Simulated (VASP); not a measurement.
# SiMo3 (Pm-3n) in VASP: band structure with PBE

Aim: the band structure of SiMo3 with PBE.

All numbers are computed with VASP 6.6.1; they aren't measurements. Logs are shortened: lines on timing, memory, paths and dates and some standing lists are left out, and cuts for length are marked.

## 1. Starting point

Symmetry: Pm-3n, No. 223, cubic system. The conventional cell has a = 4.909 Å, b = 4.909 Å, c = 4.909 Å, α = 90.00°, β = 90.00°, γ = 90.00°. Around Si (site symmetry m-3) lie 12 Mo at 2.74 Å. Mo (site symmetry -4m2) is surrounded by 2 Mo at 2.45 Å and 4 Si at 2.74 Å.

The cell was built by a generator and needn't be a form met in nature.

## 2. Band structure, PBE

INCAR reads:

```
PREC = Accurate
ENCUT = 520
EDIFF = 1E-6
ISMEAR = 0
SIGMA = 0.1
LREAL = F
LASPH = T
NELM = 60
ALGO = Normal
ISIF = 2
LWAVE = F
LCHARG = F
LMAXMIX = 4
GGA = PE
NBANDS = 56
```

KPOINTS reads:

```
Automatic mesh
0
Gamma
  6 6 6
```

POSCAR reads:

```
SiMo3
1.0
    4.9093800000      0.0000000000      0.0000000000
    0.0000000000      4.9093800000      0.0000000000
    0.0000000000      0.0000000000      4.9093800000
Si Mo
2 6
Direct
    0.0000000000      0.0000000000      0.0000000000
    0.5000000000      0.5000000000      0.5000000000
    0.2500000000      0.5000000000      0.0000000000
    0.7500000000      0.5000000000      0.0000000000
    0.0000000000      0.2500000000      0.5000000000
    0.0000000000      0.7500000000      0.5000000000
    0.5000000000      0.0000000000      0.2500000000
    0.5000000000      0.0000000000      0.7500000000
```

KPOINTS_OPT reads:

```
path GXMGRX,MR
10
line-mode
reciprocal
 0.0000000000  0.0000000000  0.0000000000  G
 0.0000000000  0.5000000000  0.0000000000  X

 0.0000000000  0.5000000000  0.0000000000  X
 0.5000000000  0.5000000000  0.0000000000  M

 0.5000000000  0.5000000000  0.0000000000  M
 0.0000000000  0.0000000000  0.0000000000  G

 0.0000000000  0.0000000000  0.0000000000  G
 0.5000000000  0.5000000000  0.5000000000  R

 0.5000000000  0.5000000000  0.5000000000  R
 0.0000000000  0.5000000000  0.0000000000  X

 0.5000000000  0.5000000000  0.0000000000  M
 0.5000000000  0.5000000000  0.5000000000  R
```

Potentials or basis: VASP PAW PBE potentials, release 64 (Si, Mo_sv).

Run with:

```bash
$ cat potpaw_PBE.64/Si/POTCAR potpaw_PBE.64/Mo_sv/POTCAR > POTCAR
$ mpirun -np 1 vasp_std > vasp.out
```

OUTCAR:

```text
PREC = Accurate
   ENCUT = 520
   EDIFF = 1E-6
   ISMEAR = 0
   LREAL = F
   LASPH = T
   NELM = 60
   ISIF = 2
   GGA = PE

 ion  position               nearest neighbor table
   1  0.000  0.000  0.000-   3 2.74   4 2.74   5 2.74   6 2.74   7 2.74   8 2.74   5 2.74   6 2.74
                             3 2.74   4 2.74   7 2.74   8 2.74
   2  0.500  0.500  0.500-   3 2.74   4 2.74   5 2.74   6 2.74   7 2.74   8 2.74   3 2.74   4 2.74
                             7 2.74   8 2.74   5 2.74   6 2.74
   3  0.250  0.500  0.000-   4 2.45   4 2.45   1 2.74   2 2.74   1 2.74   2 2.74   8 3.01   5 3.01
                             5 3.01   6 3.01   6 3.01   7 3.01   8 3.01   7 3.01
   4  0.750  0.500  0.000-   3 2.45   3 2.45   1 2.74   2 2.74   1 2.74   2 2.74   8 3.01   5 3.01
                             5 3.01   6 3.01   6 3.01   7 3.01   8 3.01   7 3.01
   5  0.000  0.250  0.500-   6 2.45   6 2.45   1 2.74   1 2.74   2 2.74   2 2.74   8 3.01   4 3.01
                             3 3.01   4 3.01   3 3.01   7 3.01   7 3.01   8 3.01
   6  0.000  0.750  0.500-   5 2.45   5 2.45   1 2.74   1 2.74   2 2.74   2 2.74   8 3.01   4 3.01
                             3 3.01   4 3.01   3 3.01   7 3.01   7 3.01   8 3.01
   7  0.500  0.000  0.250-   8 2.45   8 2.45   1 2.74   2 2.74   2 2.74   1 2.74   3 3.01   4 3.01
                             5 3.01   3 3.01   4 3.01   6 3.01   5 3.01   6 3.01
   8  0.500  0.000  0.750-   7 2.45   7 2.45   1 2.74   2 2.74   2 2.74   1 2.74   3 3.01   4 3.01
                             5 3.01   3 3.01   4 3.01   6 3.01   5 3.01   6 3.01

  LATTYP: Found a simple cubic cell.
 ALAT       =     4.9093800000

  Lattice vectors:

 A1 = (   4.9093800000,   0.0000000000,   0.0000000000)
 A2 = (   0.0000000000,   4.9093800000,   0.0000000000)
 A3 = (   0.0000000000,   0.0000000000,   4.9093800000)

Analysis of symmetry for initial positions (statically):
=====================================================================
 Subroutine PRICEL returns:
 Original cell was already a primitive cell.

 Routine SETGRP: Setting up the symmetry group for a
 simple cubic supercell.

 Subroutine GETGRP returns: Found 48 space group operations
 (whereof 24 operations were pure point group operations)
 out of a pool of 48 trial point group operations.

The static configuration has the point symmetry T_h .
 The point group associated with its full space group is O_h .

Analysis of symmetry for dynamics (positions and initial velocities):
=====================================================================
 Subroutine PRICEL returns:
 Original cell was already a primitive cell.

 Routine SETGRP: Setting up the symmetry group for a
 simple cubic supercell.

 Subroutine GETGRP returns: Found 48 space group operations
 (whereof 24 operations were pure point group operations)
 out of a pool of 48 trial point group operations.

The dynamic configuration has the point symmetry T_h .
 The point group associated with its full space group is O_h .

 Subroutine INISYM returns: Found 48 space group operations
 (whereof 24 operations are pure point group operations),
 and found     1 'primitive' translations

----------------------------------------------------------------------------------------

                                     Primitive cell

  volume of cell :     118.3259

  direct lattice vectors                    reciprocal lattice vectors
     4.909380000  0.000000000  0.000000000     0.203691709  0.000000000  0.000000000
     0.000000000  4.909380000  0.000000000     0.000000000  0.203691709  0.000000000
     0.000000000  0.000000000  4.909380000     0.000000000  0.000000000  0.203691709

  length of vectors
     4.909380000  4.909380000  4.909380000     0.203691709  0.203691709  0.203691709

  position of ions in fractional coordinates (direct lattice)
     0.000000000  0.000000000  0.000000000
     0.500000000  0.500000000  0.500000000
     0.250000000  0.500000000  0.000000000
     0.750000000  0.500000000  0.000000000
     0.000000000  0.250000000  0.500000000
     0.000000000  0.750000000  0.500000000
     0.500000000  0.000000000  0.250000000
     0.500000000  0.000000000  0.750000000

  ion indices of the primitive-cell ions
   primitive index   ion index
                 1           1
                 2           2
                 3           3
                 4           4
                 5           5
                 6           6
                 7           7
                 8           8

----------------------------------------------------------------------------------------

 KPOINTS: Automatic mesh

Automatic generation of k-mesh.
 Grid dimensions read from file:
 generate k-points for:    6    6    6

 Generating k-lattice:

  Cartesian coordinates                     Fractional coordinates (reciprocal lattice)
     0.033948618  0.000000000  0.000000000     0.166666667  0.000000000  0.000000000
     0.000000000  0.033948618  0.000000000     0.000000000  0.166666667  0.000000000
     0.000000000  0.000000000  0.033948618     0.000000000  0.000000000  0.166666667

  Length of vectors
     0.033948618  0.033948618  0.033948618

  Shift w.r.t. Gamma in fractional coordinates (k-lattice)
     0.000000000  0.000000000  0.000000000

 Subroutine IBZKPT returns following result:
 ===========================================

 Found     20 irreducible k-points:

 Following reciprocal coordinates:
            Coordinates               Weight
  0.000000  0.000000  0.000000      1.000000
  0.166667  0.000000  0.000000      6.000000
  0.333333  0.000000  0.000000      6.000000
  0.500000  0.000000  0.000000      3.000000
  0.166667  0.166667  0.000000     12.000000
  0.333333  0.166667  0.000000     24.000000
[... 12 lines left out ...]
  0.500000  0.500000  0.333333      6.000000
  0.500000  0.500000  0.500000      1.000000
   k-points           NKPTS =     20   k-points in BZ     NKDIM =     20   number of bands    NBANDS=     56
   number of dos      NEDOS =    301   number of ions     NIONS =      8
   total plane-waves  NPLWV =  64000
   dimension x,y,z NGX =    40 NGY =   40 NGZ =   40
   dimension x,y,z NGXF=    80 NGYF=   80 NGZF=   80
   ions per type =               2   6
   NGX,Y,Z   is equivalent  to a cutoff of  13.55, 13.55, 13.55 a.u.
   NGXF,Y,Z  is equivalent  to a cutoff of  27.09, 27.09, 27.09 a.u.
 SYSTEM =  unknown system
   PREC   = accura    normal or accurate (medium, high low for compatibility)
   ISTART =      0    job   : 0-new  1-cont  2-samecut
   ICHARG =      2    charge: 1-file 2-atom 10-const
   ISPIN  =      1    spin polarized calculation?
   LNONCOLLINEAR =      F non collinear calculations
   LSORBIT =      F    spin-orbit coupling
   LASPH  =      T    aspherical Exc in radial PAW
   ENCUT  =  520.0 eV  38.22 Ry    6.18 a.u.   9.13  9.13  9.13*2*pi/ulx,y,z
   NELM   =     60;   NELMIN=  2; NELMDL= -5     # of ELM steps
   EDIFF  = 0.1E-05   stopping-criterion for ELM
   LREAL  =      F    real-space projection
   EDIFFG = 0.1E-04   stopping-criterion for IOM
   NSW    =      0    number of steps for IOM
   IBRION =     -1    ionic relax: 0-MD 1-quasi-New 2-CG
   NFREE  =      0    steps in history (QN), initial steepest desc. (CG)
   ISIF   =      2    stress and relaxation
   ISYM   =      2    0-nonsym 1-usesym 2-fastsym
   POTIM  = 0.5000    time-step for ionic-motion
   TEBEG  =    0.0;   TEEND  =   0.0 temperature during run
   PSTRESS=    0.0 pullay stress
   NELECT =      92.0000    total number of electrons
   NUPDOWN=      -1.0000    fix difference up-down
   EMIN   =  10.00;   EMAX   =-10.00  energy-range for DOS
   EFERMI =   0.00;   METHOD = LEGACY
   ISMEAR =     0;   SIGMA  =   0.10  broadening in eV -4-tet -1-fermi 0-gaus
   EFERMI_NEDOS =   21; number of points for ismear=-14 and -15
   IALGO  =     38    algorithm
   IMIX   =      4    mixing-type and parameters
     AMIX     =   0.40;   BMIX     =  1.00
     AMIX_MAG =   1.60;   BMIX_MAG =  1.00
  volume/ion in A,a.u.               =      14.79        99.81
  Fermi-wavevector in a.u.,A,eV,Ry     =   1.505373  2.844742 30.832814  2.266148
  Thomas-Fermi vector in A             =   2.616230
   LORBIT       =      0    0 simple, 1 ext, 2 COOP (PROOUT), +10 PAW based schemes
   GGA     = PE    functional components
   LHFCALC =     F    Hartree Fock is set to
   AEXX    =    0.0000 exact exchange contribution
   IVDW    =     0    specifies the selected vdW correction
   LEPSILON=     F    determine dielectric tensor
   LRPA    =     F    only Hartree local field effects (RPA)
 non-spin polarized calculation
 Gauss-broadening in eV      SIGMA  =   0.10
  energy-cutoff  :      520.00
  volume of cell :      118.33
 maximum number of plane-waves:      3218
 NGX is ok and might be reduce to    40
   NGX = 19   NGY = 19   NGZ = 19

 number of electron      91.9999981 magnetization

 Free energy of the ion-electron system (eV)
  ---------------------------------------------------
  ext. energy  EPLUGINS =         0.00000000
  ---------------------------------------------------
  free energy    TOTEN  =       -78.98435895 eV

  energy without entropy =      -78.96215360  energy(sigma->0) =      -78.97325628

 E-fermi :  12.5749     XC(G=0): -13.0459

 val. band max:       12.5199053380   @ k =   0.5000   0.3333   0.0000
 cond. band min:      12.5866689063   @ k =   0.5000   0.3333   0.1667
 fundamental gap:      0.0667635683
 Fermi energy:        12.5748632760

 k-point     1 :       0.0000    0.0000    0.0000
  band No.  band energies     occupation
      1     -48.7022      2.00000
      2     -48.5927      2.00000
      3     -48.5927      2.00000
      4     -48.2761      2.00000
      5     -48.2761      2.00000
      6     -48.2761      2.00000
[... 48 lines left out ...]
     55      15.2660      0.00000
     56      15.2662      0.00000

 k-point     2 :       0.1667    0.0000    0.0000
  band No.  band energies     occupation
      1     -48.6905      2.00000
      2     -48.5983      2.00000
      3     -48.5767      2.00000
      4     -48.3000      2.00000
      5     -48.2761      2.00000
      6     -48.2761      2.00000
[... 48 lines left out ...]
     55      15.1326      0.00000
     56      15.3158      0.00000

 k-point     3 :       0.3333    0.0000    0.0000
  band No.  band energies     occupation
      1     -48.6643      2.00000
      2     -48.6138      2.00000
      3     -48.5267      2.00000
      4     -48.3642      2.00000
      5     -48.2760      2.00000
      6     -48.2760      2.00000
[... 936 lines left out ...]
 k-point    19 :       0.5000    0.5000    0.3333
  band No.  band energies     occupation
      1     -48.5436      2.00000
      2     -48.4748      2.00000
      3     -48.4561      2.00000
      4     -48.4561      2.00000
      5     -48.4374      2.00000
      6     -48.3670      2.00000
[... 48 lines left out ...]
     55      14.3060      0.00000
     56      14.6975      0.00000

 k-point    20 :       0.5000    0.5000    0.5000
  band No.  band energies     occupation
      1     -48.4561      2.00000
      2     -48.4561      2.00000
      3     -48.4561      2.00000
      4     -48.4561      2.00000
      5     -48.4561      2.00000
      6     -48.4561      2.00000
[... 48 lines left out ...]
     55      14.7741      0.00000
     56      14.7741      0.00000

------------------------ aborting loop because EDIFF is reached ----------------------------------------

  FORCE on cell =-STRESS in cart. coord.  units (eV):
  Direction    XX          YY          ZZ          XY          YZ          ZX
  --------------------------------------------------------------------------------------
  -------------------------------------------------------------------------------------
  Total        0.0038568      0.0038568      0.0038568      0.0000000     -0.0000000     -0.0000000
  in kB        0.0522229      0.0522229      0.0522229      0.0000000     -0.0000000     -0.0000000
  external PRESSURE =       0.0522229 kB  Pullay stress =       0.0000000 kB

 VOLUME and BASIS-vectors are now :
 -----------------------------------------------------------------------------
  energy-cutoff  :      520.00
  volume of cell :      118.33
      direct lattice vectors                 reciprocal lattice vectors
     4.909380000  0.000000000  0.000000000     0.203691709  0.000000000  0.000000000
     0.000000000  4.909380000  0.000000000     0.000000000  0.203691709  0.000000000
     0.000000000  0.000000000  4.909380000     0.000000000  0.000000000  0.203691709

 POSITION                                       TOTAL-FORCE (eV/Angst)
 -----------------------------------------------------------------------------------
      0.00000      0.00000      0.00000         0.000000     -0.000000      0.000000
      2.45469      2.45469      2.45469         0.000000     -0.000000      0.000000
      1.22734      2.45469      0.00000        -0.000000      0.000000      0.000000
      3.68203      2.45469      0.00000         0.000000      0.000000     -0.000000
      0.00000      1.22734      2.45469         0.000000      0.000000     -0.000000
      0.00000      3.68203      2.45469        -0.000000     -0.000000      0.000000
      2.45469      0.00000      1.22734        -0.000000     -0.000000      0.000000
      2.45469      0.00000      3.68203        -0.000000      0.000000      0.000000
 -----------------------------------------------------------------------------------
    total drift:                                0.000000      0.000000     -0.000000

  FREE ENERGIE OF THE ION-ELECTRON SYSTEM (eV)
  ---------------------------------------------------
  free  energy   TOTEN  =       -78.9843589498 eV

  energy  without entropy=      -78.9621536011  energy(sigma->0) =      -78.97325628
```

Run time: 2.5 min. Hardware: 1 thread of Intel Xeon 6975P-C (Granite Rapids), shared host; peak memory 0.32 GiB.

What came out:

```
Free energy             : -78.9844 eV
Pressure                : 0.0 GPa
Band gap along the path : none (metal or under the smearing width)
```

Levels at the corners of the path, in eV from the Fermi level:
| point | band 44 | band 45 | band 46 | band 47 | band 48 | band 49 |
| --- | --- | --- | --- | --- | --- | --- |
| Γ | -1.55 | 1.22 | 1.22 | 1.22 | 1.97 | 2.32 |
| X | -1.70 | 0.22 | 0.22 | 0.92 | 0.92 | 1.48 |
| X | -1.70 | 0.22 | 0.22 | 0.92 | 0.92 | 1.48 |
| M | -0.88 | -0.88 | -0.79 | -0.68 | -0.48 | -0.13 |
| M | -0.88 | -0.88 | -0.79 | -0.68 | -0.48 | -0.13 |
| Γ | -1.55 | 1.22 | 1.22 | 1.22 | 1.97 | 2.32 |
| Γ | -1.55 | 1.22 | 1.22 | 1.22 | 1.97 | 2.32 |
| R | -1.20 | -1.20 | -1.20 | -1.20 | -1.20 | 1.24 |
| R | -1.20 | -1.20 | -1.20 | -1.20 | -1.20 | 1.24 |
| X | -1.70 | 0.22 | 0.22 | 0.92 | 0.92 | 1.48 |
| M | -0.88 | -0.88 | -0.79 | -0.68 | -0.48 | -0.13 |
| R | -1.20 | -1.20 | -1.20 | -1.20 | -1.20 | 1.24 |
